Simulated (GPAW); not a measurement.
Set up this calculation in GPAW 26.7.0, as an ASE script.

```yaml
Task: equation of state
Functional: revPBE
Dispersion: D4
Potentials_or_basis: the program's PAW data sets (release 1.2.1) made for this functional
Cutoff: 600 eV
Basis: pw
k_mesh: 9 × 9 × 9
Occupations: fermi-dirac, width 0.05 eV
Spin: no spin polarisation
Maxiter: 150
Eos_scales: "[0.94, 0.96, 0.98, 1.0, 1.02, 1.04, 1.06]"
```

The structure of Pt lies in Pt.xyz:

```xyz
1
Lattice="0.0000000000 1.9609000000 1.9609000000 1.9609000000 0.0000000000 1.9609000000 1.9609000000 1.9609000000 0.0000000000" Properties=species:S:1:pos:R:3 pbc="T T T"
Pt     0.0000000000      0.0000000000      0.0000000000
```

One way to write it, as run:

run.py

```python
from ase.calculators.mixing import SumCalculator
from ase.eos import EquationOfState
from ase.io import Trajectory, read
from ase.units import GPa
from dftd4.ase import DFTD4
from gpaw import GPAW, PW

atoms = read('Pt.xyz')

traj = Trajectory('eos.traj', 'w')
volumes, energies = [], []
for x in [0.94, 0.96, 0.98, 1.0, 1.02, 1.04, 1.06]:
    a = atoms.copy()
    a.set_cell(atoms.cell * x**(1 / 3), scale_atoms=True)
    calc = GPAW(mode=PW(600),
                xc='revPBE',
                kpts={'size': (9, 9, 9), 'gamma': True},
                occupations={'name': 'fermi-dirac', 'width': 0.05},
                nbands=17,
                convergence={'density': 1e-05, 'energy': 1e-05},
                maxiter=150,
                txt=f'eos-{x:.2f}.txt')
    a.calc = SumCalculator([calc, DFTD4(method='revpbe')])
    energies.append(a.get_potential_energy())
    volumes.append(a.get_volume())
    p = -a.get_stress()[:3].mean() / GPa
    calc.write(f'eos-{x:.2f}.gpw')
    traj.write(a)
    print(f'{x:.2f} {volumes[-1]:10.4f} A^3 {energies[-1]:14.6f} eV {p:9.3f} GPa', flush=True)

v0, e0, B = EquationOfState(volumes, energies, eos='birchmurnaghan').fit()
print(f'V0 = {v0:.4f} A^3, E0 = {e0:.6f} eV, B0 = {B / GPa:.2f} GPa')
```

Potentials or basis: the program's PAW data sets (release 1.2.1) made for this functional, pw.

Launch:

```sh
$ OMP_NUM_THREADS=1 python run.py
```

It gave:

```yaml
Equilibrium_volume: 15.07 Å³/atom
Bulk_modulus: 278 GPa
Pressure_derivative_of_the_bulk_modulus: 5.4
```

It took 50 s on 1 thread of Arm Neoverse V1, with other jobs on the host, peak memory 0.17 GiB.
